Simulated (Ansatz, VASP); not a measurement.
# One calculation of Bi, two programs

```
Bi
1.0
     0.00000    2.29851    2.29851
     2.29851    0.00000    2.29851
     2.29851    2.29851    0.00000
Bi
1
Direct
  0.00000 0.00000 0.00000
```

Alike in both runs: functional LDA; k mesh 14 × 14 × 14; occupations fermi-dirac, width 0.08 eV; no spin polarisation.

Ansatz relaxed the structure, and its values are those at the end. VASP's run is a single point on that final structure, the one shown.

```csv
,VASP,Ansatz
version,VASP 6.6.1,Ansatz 0.2.0
potentials or method,"VASP PAW LDA potentials, release 64 (Bi_d), cutoff 520 eV","all-electron LAPW, scalar-relativistic"
```

```tsv
	VASP	Ansatz	Ansatz less VASP
pressure (GPa)	19.2	19.0	-0.22
```

Ansatz ran all-electron here, so the differences hold the error of VASP's frozen core and of both bases.

Caveats: so large a pressure means that the cell lies far from this level's equilibrium, or that cutoff or potentials fall short (VASP).
